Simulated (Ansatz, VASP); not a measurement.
# Fe: VASP beside Ansatz

```
CELL_PARAMETERS angstrom
-1.34982 1.34982 1.34982
1.34982 -1.34982 1.34982
1.34982 1.34982 -1.34982
ATOMIC_POSITIONS crystal
Fe 0.00000 0.00000 0.00000
```

Alike in both runs: task single point; functional LDA; k mesh 17 × 17 × 17; occupations fermi-dirac, width 0.1 eV; no spin polarisation.

|  | VASP | Ansatz |
| --- | --- | --- |
| version | VASP 6.6.1 | Ansatz 0.2.0 |
| potentials or method | VASP PAW LDA potentials, release 64 (Fe) | plane waves (420 eV) with PAW, scalar-relativistic |
| plane-wave cutoff (eV) | 520 | 420 |
| valence electrons in the cell | 8 | 16 |

Ansatz gave:

| Item | Value |
| --- | --- |
| pressure (GPa) | 0.1 |

Question: Which values does VASP return?

Answer: Pressure (GPa): -0.1.

The two sets of potentials don't hold the same shells in valence. Ansatz warned: «pseudo_functional_mismatch».

Caveats: the run has no spin polarisation, though such a crystal can be magnetic. Spin polarisation is off, so any magnetic state and its effect on volume and gap are missing.
